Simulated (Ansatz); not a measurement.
The system is TaS2.

```
CELL_PARAMETERS angstrom
3.35000 0.00000 0.00000
-1.67500 2.90119 0.00000
0.00000 0.00000 5.86000
ATOMIC_POSITIONS crystal
Ta 0.00000 0.00000 0.00000
S 0.66667 0.33333 0.75000
S 0.33333 0.66667 0.25000
```

* Program: Ansatz 0.2.0
* Task: relaxation of cell and atoms
* Functional: r2SCAN
* Dispersion: D4
* Potentials or basis: Ansatz PAW
* Cutoff: 500 eV
* Density cutoff: 2000 eV
* k mesh: 7 × 7 × 4
* Occupations: gaussian, width 0.1 eV
* Spin: no spin polarisation

At the start: pressure 6.8 GPa; volume 18.98 Å³/atom.

Q: How do energy, volume and symmetry change on relaxing?

A: Over 21 steps the energy falls by 20.7 meV/atom and the volume is 19.51 Å³/atom (+2.8 %); space group P-3m1 (No. 164, to 0.05 Å).

Step by step:
| step | energy change (eV) | largest force (eV/Å) | pressure (GPa) | volume (Å³) |
| --- | --- | --- | --- | --- |
| 1 | 0.0000 | 0.9662 | 6.83 | 56.95 |
| 2 | -0.0325 | 0.6546 | 4.63 | 57.42 |
| 3 | -0.0601 | 0.1517 | 1.15 | 58.20 |
| 4 | -0.0525 | 0.3732 | -2.37 | 59.09 |
| 5 | -0.0539 | 0.3472 | -2.20 | 59.04 |
| 6 | -0.0561 | 0.2969 | -1.87 | 58.96 |
| 7 | -0.0587 | 0.2255 | -1.40 | 58.84 |
| 8 | -0.0608 | 0.1377 | -0.81 | 58.70 |
| 9 | -0.0619 | 0.0398 | -0.16 | 58.55 |
| 10 | -0.0617 | 0.0603 | 0.52 | 58.40 |
| 11 | -0.0617 | 0.0590 | 0.51 | 58.40 |
| 12 | -0.0617 | 0.0564 | 0.49 | 58.40 |
| 13 | -0.0617 | 0.0526 | 0.47 | 58.41 |
| 14 | -0.0618 | 0.0477 | 0.43 | 58.42 |
| 15 | -0.0618 | 0.0417 | 0.39 | 58.43 |
| 16 | -0.0619 | 0.0347 | 0.34 | 58.44 |
| 17 | -0.0619 | 0.0270 | 0.29 | 58.46 |
| 18 | -0.0620 | 0.0177 | 0.23 | 58.47 |
| 19 | -0.0620 | 0.0069 | 0.16 | 58.49 |
| 20 | -0.0620 | 0.0053 | 0.07 | 58.52 |
| 21 | -0.0620 | 0.0179 | -0.01 | 58.54 |

Final structure:
```
CELL_PARAMETERS angstrom
3.37607 0.00000 0.00000
-1.68804 2.92377 0.00000
0.00000 0.00000 5.93077
ATOMIC_POSITIONS crystal
Ta 0.00000 0.00000 0.00000
S 0.66667 0.33333 0.74488
S 0.33333 0.66667 0.25512
```

Caveat: the PAW data sets were made with another functional, which shifts forces and pressure a little.
